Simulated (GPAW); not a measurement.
Sb:

```xyz
2
Lattice="2.1542 1.2437 3.7580 -2.1542 1.2437 3.7580 0.0000 -2.4875 3.7580" Properties=species:S:1:pos:R:3 pbc="T T T"
Sb    0.0000    0.0000    8.6416
Sb    0.0000    0.0000    2.6324
```

```yaml
Program: GPAW 26.7.0
Task: relaxation of cell and atoms
Functional: PBEsol
Dispersion: D4
Potentials_or_basis: PAW data sets generated in the run's folder for this functional
Cutoff: 600 eV
Basis: pw
k_mesh: 6 × 6 × 6
Occupations: fermi-dirac, width 0.05 eV
Spin: no spin polarisation
```

At the start: pressure -1.7 GPa; volume 30.21 Å³/atom.

**Question.** Where does the relaxation end?

**Answer.** Over 10 steps the energy falls by 7.4 meV/atom and the volume is 28.96 Å³/atom (-4.1 %); space group R-3m (No. 166, to 0.05 Å).

Step by step:
| step | energy change (eV) | largest force (eV/Å) | pressure (GPa) | volume (Å³) |
| --- | --- | --- | --- | --- |
| 1 | 0.0000 | 0.0034 | -1.69 | 60.41 |
| 2 | -0.0038 | 0.0330 | -1.32 | 60.00 |
| 3 | -0.0100 | 0.1501 | 0.05 | 58.52 |
| 4 | -0.0107 | 0.1377 | 0.09 | 58.41 |
| 5 | -0.0140 | 0.0031 | 0.13 | 57.80 |
| 6 | -0.0141 | 0.0145 | 0.03 | 57.87 |
| 7 | -0.0142 | 0.0244 | -0.07 | 57.94 |
| 8 | -0.0145 | 0.0288 | -0.14 | 57.98 |
| 9 | -0.0147 | 0.0199 | -0.12 | 57.97 |
| 10 | -0.0148 | 0.0064 | -0.05 | 57.91 |

Final structure:
```
Sb
1.0
     2.13932    1.23514    3.65275
    -2.13932    1.23514    3.65275
     0.00000   -2.47027    3.65275
Sb
2
Direct
  0.76436 0.76436 0.76436
  0.23564 0.23564 0.23564
```

Caveat: later steps reuse the first step's grids; pairwise dispersion overbinds metals, which lowers pressure and volume.
